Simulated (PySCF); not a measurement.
# C6H7N: the cost of one run

Program: PySCF 2.14.0. Level of theory: levels as typed in each script, gas phase, geometry from GFN2-xTB. These are calculated values, not measurements.

## 1. The system as given

SMILES `Nc1ccccc1`, 14 atoms, charge 0, spin multiplicity 1.

Bond lengths: N1–C2 1.382 Å, N1–H8 1.007 Å, N1–H9 1.007 Å, C2–C3 1.395 Å, C2–C7 1.395 Å, C3–C4 1.381 Å, C3–H10 1.081 Å, C4–C5 1.385 Å, C4–H11 1.080 Å, C5–C6 1.385 Å, C5–H12 1.079 Å, C6–C7 1.381 Å, C6–H13 1.080 Å, C7–H14 1.081 Å. Angles: C2–N1–H8 116.2°, C2–N1–H9 116.2°, H8–N1–H9 114.5°, N1–C2–C3 120.6°, N1–C2–C7 120.6°, C3–C2–C7 118.7°, C2–C3–C4 120.4°, C2–C3–H10 119.2°, C4–C3–H10 120.3°, C3–C4–C5 120.5°, C3–C4–H11 119.5°, C5–C4–H11 120.0°, C4–C5–C6 119.4°, C4–C5–H12 120.3°, C6–C5–H12 120.3°, C5–C6–C7 120.5°, C5–C6–H13 120.0°, C7–C6–H13 119.5° and more.

As a file:

```mol
C6H7N
  3D, bonds by distance, orders not assigned

 14 14  0  0  0  0  0  0  0  0999 V2000
   -2.3094   -0.0000   -0.0724 N   0  0
   -0.9297    0.0000    0.0007 C   0  0
   -0.2191    1.2004    0.0022 C   0  0
    1.1617    1.1958    0.0013 C   0  0
    1.8606   -0.0000    0.0012 C   0  0
    1.1617   -1.1957    0.0013 C   0  0
   -0.2190   -1.2004    0.0022 C   0  0
   -2.7703   -0.8470    0.2188 H   0  0
   -2.7704    0.8469    0.2188 H   0  0
   -0.7617    2.1355    0.0022 H   0  0
    1.6967    2.1344    0.0046 H   0  0
    2.9400    0.0000    0.0027 H   0  0
    1.6968   -2.1344    0.0046 H   0  0
   -0.7617   -2.1355    0.0022 H   0  0
  1  2  8  0
  2  3  8  0
  3  4  8  0
  4  5  8  0
  5  6  8  0
  6  7  8  0
  1  8  8  0
  1  9  8  0
  3 10  8  0
  4 11  8  0
  5 12  8  0
  6 13  8  0
  7 14  8  0
  2  7  8  0
M  END
```

## 2. Ring currents (HF/def2-svp)

The input, input.py:

```python
import numpy as np
from pyscf import gto, scf, dft
from pyscf.prop import nmr
from pyscf.data import nist

def solve(mol, dm0=None, hcore=None):
    mf = scf.UHF(mol) if mol.spin else scf.RHF(mol)
    mf.conv_tol, mf.max_cycle = 1e-8, 80
    if hcore is not None:
        mf.get_hcore = lambda *args: hcore
    mf.kernel(dm0)
    if not mf.converged:
        mf = mf.newton().run(mf.mo_coeff, mf.mo_occ, max_cycle=30)
    assert mf.converged, 'SCF not converged'
    return mf

mol = gto.M(atom='''
N     -2.30944    -0.00002    -0.07243
C     -0.92972     0.00000     0.00070
C     -0.21907     1.20041     0.00223
C      1.16165     1.19576     0.00126
C      1.86060    -0.00001     0.00117
C      1.16168    -1.19572     0.00126
C     -0.21904    -1.20042     0.00223
H     -2.77033    -0.84697     0.21877
H     -2.77036     0.84689     0.21877
H     -0.76174     2.13551     0.00221
H      1.69675     2.13444     0.00465
H      2.94003     0.00004     0.00269
H      1.69682    -2.13438     0.00465
H     -0.76168    -2.13553     0.00221
''', basis='def2-svp', charge=0, spin=0, verbose=4)
mf = solve(mol)
calc = nmr.RHF(mf)
calc.cphf = True
nuclei = calc.kernel()
mo1 = calc.mo10
# ring centres and points 1 angstrom above and below them
points = np.array([
    [0.4694, 0.0000, 0.0015],
    [0.4695, 0.0000, 1.0015],
    [0.4692, 0.0000, -0.9985],
]) / nist.BOHR
mol.atom_coord = lambda i, unit='Bohr': points[i]
idx = range(len(points))
sigma = (calc.dia(shielding_nuc=idx) + calc.para(mo10=mo1, shielding_nuc=idx)[0]) * nist.ALPHA**2 * 1e6
for p, t in zip(points, sigma):
    print('NICS at %8.4f %8.4f %8.4f  %8.2f ppm' % (*(p * nist.BOHR), -t.trace() / 3))
occ = mf.mo_coeff[:, mf.mo_occ > 0]
dm1 = np.array([mf.mo_coeff @ (2 * x) @ occ.T for x in mo1])
np.savez('result.npz', sigma=sigma, nuclei=nuclei, dm0=mf.make_rdm1(), dm1=dm1, e=mf.e_tot, eps=mf.mo_energy, occ=mf.mo_occ)
```

Run with:

```sh
> OMP_NUM_THREADS=1 python input.py
```

**Question.** How long does this run take on 1 thread of Arm Neoverse V1, shared host, and how much memory does it need?

About 22 s, with a peak of 0.42 GiB.
